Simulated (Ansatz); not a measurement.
# NbP: relaxing the atoms and phonons, part 2 of 2

The task, for NbP: 2 runs in a chain (relaxing the atoms and phonons).

Ansatz 0.2.0; DFT LDA, scalar-relativistic, plane waves, PAW. The steps go on from the part before.

## 3. Phonons

It takes the final geometry of step 2.

input.yaml

```yaml
crystal:
  lattice:
    - [-1.6749232544, 1.6749232544, 5.7401081759]
    - [1.6749232544, -1.6749232544, 5.7401081759]
    - [1.6749232544, 1.6749232544, -5.7401081759]
  atoms:
    - { symbol: Nb, position: [0.4999169881, 0.4999169881, 0.0] }
    - { symbol: Nb, position: [0.2499169881, 0.7499169881, 0.5] }
    - { symbol: P, position: [0.0827115819, 0.0827115819, 0.0] }
    - { symbol: P, position: [0.8327115819, 0.3327115819, 0.5] }
scf:
  occupations: { method: gaussian, width: 0.05 }
output:
  forces: true
  stress: true
  eigenvalues: true
kpoints:
  mp_grid: { grid: [9, 9, 9] }
hamiltonian:
  xc: lda
phonons:
  method: dfpt
```

Command:

```sh
$ ansatz run input.yaml --threads 8 --pin off --max-ram 32768MiB --backend cpu --events-out ev --progress --plain --runs-dir out
```

Log:

```text
Warning: RAYON_NUM_THREADS=8 ignored (pool sized by the plan → 8); use --threads N
zone centre: on kpoints.mp_grid the ground state, and the responses unless they are solved on pairs of k-points, stand on 125 of the mesh's 729 k-points, reduced under 4 symmetry operations, with k and −k counted as one. Each operation leaves every solved displacement unchanged or reverses it
Engine: ansatz 0.2.0, x86_64-unknown-linux-gnu
Pseudopotentials: kind: paw
Pseudopotential: Nb, paw, valence charge 13, recommended cutoff 420 eV (normal), Nb.paw.azcp
Pseudopotential: P, paw, valence charge 5, recommended cutoff 420 eV (normal), P.paw.azcp
Functional definition: SPW92
  exchange = slater_x
  correlation = pw_c
Crystal: 4 atoms, lattice volume = 64.412 Å³
Basis set: ecut = 420 eV, 1231 PW (Γ), exchange–correlation on 96×96×96 points (8 copies of the dense FFT grid, shifted against one another)
Bands: 22, of which v1, the nominal top of the filled ones, is band 18 counted from 1 (17 counted from 0)
Symmetry: 8 space group operations
k-points: 125 of 729 (irreducible under 4 space group operations, time reversal used)
Non-local potential: Nb, projectors of the file, l = 0: 3, l = 1: 2, l = 2: 2, l = 3: 1
Non-local potential: P, projectors of the file, l = 0: 2, l = 1: 2, l = 2: 2
PAW form: soft (Blöchl's): semilocal exchange-correlation on the pseudo side does not see the compensation charge
PAW frozen core: Nb, regenerated for the run's functional, and the local potential with it (the file was generated under x = pbe(κ = 0.804, μ = 0.2195149727645171), c = pbe(β = 0.06672455060314922))
PAW frozen core: P, regenerated for the run's functional, and the local potential with it (the file was generated under x = pbe(κ = 0.804, μ = 0.2195149727645171), c = pbe(β = 0.06672455060314922))
PAW one-centre angular grid: Nb, 590 points (default); XC on 64 Gauss nodes
PAW one-centre angular grid: P, 110 points (default); XC on 64 Gauss nodes
Initial density: superposition of atomic densities (neutral atoms: chi_scale 0, normalization atom), corrected by the library's trained network
Initial wavefunctions: pseudopotential atomic-orbital guess
Functional: x = slater, c = lda
SCF iter   1: F=—  HF=-10341.487497 eV  |F-HF|=—  |Δ(HF+E_count)|=         —  Δρ=9.80e-3  dr2=3.12e-2  ethr=1.77e-3  ⟨swp⟩=6.0  Hψ=13857  notcnv=0
preconditioner: auto → Kerker (q_TF=auto, 2.476 Å⁻¹)  [metal: Δε(μ)=0.037 eV  Ē_g=6.467 eV  σ=0.050 eV  W_gap=0.39  n_scr=12 (ndim 8)  ℏωp=20.7 eV  f_vac=0.000  D(μ)=0.76/eV (n_scr^D=2)]
SCF iter   2: F=—  HF=-10341.482398 eV  |F-HF|=—  |Δ(HF+E_count)|=   5.10e-3  Δρ=5.39e-3  dr2=9.05e-3  ethr=8.67e-5  ⟨swp⟩=1.3  Hψ=3798  notcnv=0
SCF iter   3: F=—  HF=-10341.480620 eV  |F-HF|=—  |Δ(HF+E_count)|=   1.78e-3  Δρ=6.95e-4  dr2=3.20e-4  ethr=2.51e-5  ⟨swp⟩=2.5  Hψ=3939  notcnv=0
SCF iter   4: F=—  HF=-10341.480533 eV  |F-HF|=—  |Δ(HF+E_count)|=   8.75e-5  Δρ=1.50e-4  dr2=1.56e-5  ethr=8.90e-7  ⟨swp⟩=2.4  Hψ=3935  notcnv=0
SCF iter   5: F=—  HF=-10341.480531 eV  |F-HF|=—  |Δ(HF+E_count)|=   1.94e-6  Δρ=2.66e-5  dr2=4.41e-7  ethr=4.34e-8  ⟨swp⟩=2.4  Hψ=4055  notcnv=0
SCF iter   6: F=—  HF=-10341.480509 eV  |F-HF|=—  |Δ(HF+E_count)|=   2.19e-5  Δρ=4.50e-6  dr2=1.14e-8  ethr=1.23e-9  ⟨swp⟩=2.3  Hψ=4197  notcnv=0
SCF iter   7: F=—  HF=-10341.480509 eV  |F-HF|=—  |Δ(HF+E_count)|=  8.42e-10  Δρ=9.13e-7  dr2=5.22e-10  ethr=3.18e-11  ⟨swp⟩=2.4  Hψ=4626  notcnv=0
SCF iter   8: F=—  HF=-10341.480509 eV  |F-HF|=—  |Δ(HF+E_count)|=  4.91e-11  Δρ=1.74e-7  dr2=2.70e-11  ethr=1.45e-12  ⟨swp⟩=2.0  Hψ=3870  notcnv=0
SCF iter   9: F=-10341.480509 eV  HF=-10341.480509 eV  |F-HF|=0.00e0  |Δ(HF+E_count)|=  5.46e-12  Δρ=3.37e-8  dr2=9.08e-13  ethr=1.00e-12  ⟨swp⟩=5.0  Hψ=11279  notcnv=0
SCF 1 converged in 9 iterations: F = -10341.480509 eV  dr2 = 9.08e-13
DFPT response loops at Γ: preconditioner auto → Kerker (q_TF=auto, 2.476 Å⁻¹) (partly filled bands, converged f_vac=0.000); β = 1.00, the filter's whole step (`scf.mixing.beta` (0.50) is not read by the response loops under this deck's `scf.mixing.preconditioner`; to damp them name `kerker` or `kerker_dos`, under which they read `scf.mixing.beta`, and type it under 1.00, their step now; both keys bind the ground state too); Broyden in place of MSR1
SCF converged after 9 iterations
Free energy (F): -10341.480509 eV
Harris-Foulkes:  -10341.480509 eV  (|F-HF|=0.00e0)
Internal energy: -10341.479434 eV  (E = F + TS)
E sigma→0 (E₀):  -10341.479971 eV
Entropy (-TS):   -0.001075 eV (-0.269 meV/atom)
Fermi energy:    14.624326 eV
--- Per-component energies (eV) ---
  E_band       = -154.529806
  E_kinetic    = 934.269063
  E_local      = -1742.176936  (includes V_loc(G=0)·N_el)
  E_nonlocal   = 316.794828
  E_hartree    = 562.460108
  E_xc         = -474.234822
  E_vxc        = -550.958360  (∫ρ·V_xc dr)
  E_paw        = -7009.820859  (= ΣΔE_a)
  E_vpaw       = -237.378620  (= ΣTr[D̂ρ^β])
  E_aug_tail   = 0.000020  (compensation charges beyond the density's cutoff)
  E_ewald      = -2929.856926
  E_core_change = 1.086092  (= ΣΔE_core)
  E_smearing   = -0.001075  (= −TS)
  E_closure    = 0.000000  (closes the sum)
  Σ components = -10341.480509   (vs F -10341.480509, Δ=0.00e0)
--- Forces (eV/Å), atoms counted from 1 ---
  atom   1  Nb    -0.00000000     0.00000000    -0.00076079
  atom   2  Nb     0.00000000    -0.00000000    -0.00076079
  atom   3  P     -0.00000000     0.00000000     0.00076074
  atom   4  P      0.00000000     0.00000000     0.00076074
  max |Σ_I F_I| component: 9.41e-8 eV/Å
--- Stress (GPa, compression-positive) ---
       -9.439377       0.000000      -0.000000
        0.000000      -9.439377      -0.000000
       -0.000000       0.000000      -9.114503
  P = ⅓ Tr σ = -9.3311 GPa (-93.311 kbar)
--- Band table (eV; the first three rows and the last of 125) ---
  k-point 0: bands = ["-40.1806", "-40.1435", "-16.5080", "-16.3118", "-16.3118", "-16.1645", "-16.1645", "-16.1234", "1.9409", "4.3406", "8.4705", "11.5842", "12.3849", "12.3849", "12.4651", "12.8764", "13.2578", "13.2578", "15.4180", "16.1785", "17.2305", "17.7277"]
  k-point 1: bands = ["-40.1754", "-40.1406", "-16.4917", "-16.3450", "-16.3364", "-16.1977", "-16.1893", "-16.1205", "2.2677", "4.4406", "8.6577", "11.1220", "12.0118", "12.1635", "12.1716", "12.7596", "13.4271", "13.5451", "15.0029", "15.4849", "17.1662", "17.3297"]
  k-point 2: bands = ["-40.1619", "-40.1338", "-16.4667", "-16.4234", "-16.3797", "-16.2683", "-16.2475", "-16.1280", "3.0941", "4.5980", "9.2804", "10.0688", "10.7587", "11.5736", "11.6115", "12.8005", "13.8373", "13.9861", "14.6725", "15.4261", "16.5753", "17.7730"]
  k-point 124: bands = ["-40.1606", "-40.1595", "-16.3682", "-16.3179", "-16.3164", "-16.2998", "-16.1822", "-16.1536", "3.0299", "3.0647", "10.4265", "10.6439", "11.4101", "11.7491", "11.9562", "12.5050", "13.5155", "14.2709", "15.3385", "16.4247", "16.4852", "16.9736"]
--- Phonons (Γ-DFPT): 6 representative perturbations + reference, on 125 of 729 k-points (Σ response iterations 18) ---
  k mesh reduced under 4 symmetry operations, with k and −k counted as one. Each operation leaves every solved displacement unchanged or reverses it
  ASR residual: 2.846e-5 → 0.000e0 eV/Å²; symmetrization residual: 3.445e-6 eV/Å²
  ASR residual per site (eV/Å²): 2.85e-5 2.85e-5 2.67e-5 2.67e-5
  Γ frequencies (cm⁻¹): 0.00 0.00 0.00 177.11 177.11 235.60 308.04 308.04 325.92 325.92 356.15 371.66
  non-analytic LO–TO correction: not included (Born effective charges unavailable; polar crystals: no LO–TO splitting at Γ)
```

Wall time 34 s (8 threads of Intel Xeon Platinum 8259CL at 2.50GHz (Skylake/Cascade Lake), shared host); peak memory 1 GiB.

The optical modes at Γ, the three translations left out (i: imaginary):

```tsv
cm⁻¹	meV	modes
177	22.0	2
236	29.2	1
308	38.2	2
326	40.4	2
356	44.2	1
372	46.1	1
```

## 4. Results

What follows sums up all 2 parts.

```
step  volume (Å³/atom)  pressure (GPa)  energy (eV)  gap on the mesh (eV)   time
   2             16.10            -9.3   -10341.480                  0.00  3.2 s
```

```
          quantity            value
optical modes at Γ  177 to 372 cm⁻¹
```

In words: No zone-centre mode is imaginary. That tests stability at Γ alone. Measured lines, each beside the nearest calculated frequency (matched by position alone): 376 measured, 372 calculated; 259 measured, 236 calculated; 389 measured, 372 calculated; 184 measured, 177 calculated cm⁻¹; the first is 375.5 cm⁻¹ (300 K; “Comparative Raman study of Weyl semimetals TaAs, NbAs, TaP and NbP”, 2016, arxiv:1603.05741). Two lines fall on one calculated mode, so one of these pairs is wrong.
